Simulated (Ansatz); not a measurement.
## Finding the fault: bare CsH nanowire along [001] (32 atoms)

Program: Ansatz 0.2.0. The cell: 16 Cs and 16 H.

The database entry behind the starting cell differs from later determinations by our own check (0.1 to 0.3 % short, probably kX units), so it need not match the best structure at ambient conditions.

Input file input.yaml:

```yaml
crystal:
  lattice:
    - [12.188, 0.0, 0.0]
    - [0.0, 12.188, 0.0]
    - [0.0, 0.0, 25.504]
  atoms:
    - { symbol: Cs, position: [0.36682, 0.36655, 0.00051] }
    - { symbol: H, position: [0.6312, 0.36795, 0.00031] }
    - { symbol: Cs, position: [0.62968, 0.6312, 0.99905] }
    - { symbol: H, position: [0.36987, 0.62885, 0.99953] }
    - { symbol: Cs, position: [0.62983, 0.36652, 0.12429] }
    - { symbol: H, position: [0.36982, 0.37189, 0.12505] }
    - { symbol: Cs, position: [0.36854, 0.63012, 0.12518] }
    - { symbol: H, position: [0.63054, 0.63045, 0.1257] }
    - { symbol: Cs, position: [0.3689, 0.37136, 0.24989] }
    - { symbol: H, position: [0.62788, 0.36674, 0.25085] }
    - { symbol: Cs, position: [0.62663, 0.6297, 0.25023] }
    - { symbol: H, position: [0.36696, 0.63025, 0.25106] }
    - { symbol: Cs, position: [0.6281, 0.36722, 0.37333] }
    - { symbol: H, position: [0.36924, 0.37161, 0.37585] }
    - { symbol: Cs, position: [0.36938, 0.63292, 0.37478] }
    - { symbol: H, position: [0.62887, 0.6319, 0.37493] }
    - { symbol: Cs, position: [0.36805, 0.36576, 0.50109] }
    - { symbol: H, position: [0.62852, 0.37191, 0.50093] }
    [... 8 atom lines left out ...]
    - { symbol: Cs, position: [0.63135, 0.62922, 0.75123] }
    - { symbol: H, position: [0.36846, 0.62829, 0.7489] }
    - { symbol: Cs, position: [0.63054, 0.37272, 0.87501] }
    - { symbol: H, position: [0.36812, 0.37006, 0.87515] }
    - { symbol: Cs, position: [0.36708, 0.62944, 0.87541] }
    - { symbol: H, position: [0.63046, 0.63223, 0.87356] }
kpoints:
  mp_grid: { grid: [1, 1, 1] }
hamiltonian:
  xc: pbe
scf:
  occupations: { method: fermi_dirac, width: 0.05 }
  max_iter: 5
output:
  forces: true
```

Started as:

```bash
$ ansatz run input.yaml --threads 4 --pin off --max-ram 8192MiB --backend cpu --events-out ev --progress --plain --runs-dir out
```

Numbers of over 12 decimals in the logs are rounded to 6 here.

The log of the run:

```text
Engine: ansatz 0.2.0, aarch64-unknown-linux-gnu
Pseudopotentials: kind: paw
Pseudopotential: Cs, paw, valence charge 9, recommended cutoff 420 eV (normal), Cs.paw.azcp
Pseudopotential: H, paw, valence charge 1, recommended cutoff 420 eV (normal), H.paw.azcp
[... 5 lines on functional and potentials left out ...]
Crystal: 32 atoms, lattice volume = 3788.551 Å³
Basis set: ecut = 420 eV, 74141 PW (Γ), exchange–correlation on 180×180×360 points (8 copies of the dense FFT grid, shifted against one another)
Bands: 112, of which v1, the nominal top of the filled ones, is band 80 counted from 1 (79 counted from 0)
Symmetry: 1 space group operations
Space group: P1 (ITA 1), of the structure as read, at distance tolerance 1.6e-4 Å
k-points: 1
[... 5 lines on functional and potentials left out ...]
Initial density: superposition of atomic densities (neutral atoms: chi_scale 0, normalization atom), corrected by the library's trained network
Initial wavefunctions: pseudopotential atomic-orbital guess
Functional: x = pbe(κ = 0.804, μ = 0.219515), c = pbe(β = 0.066725)
SCF iter   1: F=—  HF=-90986.674534 eV  |F-HF|=—  |Δ(HF+E_count)|=         —  Δρ=6.18e-4  dr2=2.52e-2  ethr=1.77e-3  ⟨swp⟩=20.0  Hψ=817  notcnv=0
preconditioner: auto → Resta (q_TF=auto, 1.610 Å⁻¹)  ε∞=1.5  [insulator: Δε(μ)=2.650 eV  Ē_g=9.785 eV  σ=0.050 eV  W_gap=1.00  n_scr=256 (ndim 8)  ℏωp=6.8 eV  f_vac=0.632  D(μ)=0.00/eV (n_scr^D=0)  ε∞_Penn≈1.5  vacuum switching on, ρ_ref=6.9e-3 e/Å³]
SCF iter   2: F=—  HF=-90986.722660 eV  |F-HF|=—  |Δ(HF+E_count)|=   4.81e-2  Δρ=2.61e-4  dr2=4.18e-3  ethr=1.57e-5  ⟨swp⟩=3.0  Hψ=219  notcnv=0  defer=26
SCF iter   3: F=—  HF=-90986.750369 eV  |F-HF|=—  |Δ(HF+E_count)|=   2.77e-2  Δρ=6.00e-5  dr2=2.37e-4  ethr=2.61e-6  ⟨swp⟩=1.0  Hψ=274  notcnv=0
automatic band count: iteration 3 solves 108 bands in place of 112: the levels show a gap, and the empty bands left out lie too high to hold charge; the band table lists the bands solved (type scf.n_extra_bands for more)
SCF iter   4: F=—  HF=-90986.752904 eV  |F-HF|=—  |Δ(HF+E_count)|=   2.53e-3  Δρ=1.20e-5  dr2=1.16e-5  ethr=1.48e-7  ⟨swp⟩=1.0  Hψ=287  notcnv=0
SCF iter   5: F=—  HF=-90986.752906 eV  |F-HF|=—  |Δ(HF+E_count)|=   1.89e-6  Δρ=3.62e-6  dr2=7.17e-7  ethr=7.27e-9  ⟨swp⟩=1.0  Hψ=406  notcnv=0
automatic band count: iteration 5 solves 112 bands in place of 108: the SCF can't look for a level among the bands left out, or has no iteration left to take one in, so it keeps every band
Error: did not converge after 5 iterations: dr2 = 7.17e-7 (threshold 1.00e-7), under the density mixer `msr1`, which `scf.mixing.algorithm: auto` chose by the deck's other keys (type `scf.mixing.algorithm: msr1` to keep it); raise `scf.max_iter`, [...]
```

It took 6.9 s on 4 threads of Arm Neoverse V2, shared host; peak memory 2.2 GiB.

Q: Name the fault and the fix.

Too few SCF iterations: scf.max_iter = 5.

The fix is to allow more cycles.

The run ended unconverged.

[Logs are printed without paths, hosts, clocks, repeated set-up lines and the standing remarks that a program may print on its own settings, such as how far it seeks lower states.]

[Hosts, paths, dates, database ids (printed as entryN), source tags and the programs' standing remarks are cut or masked in the printed files.]
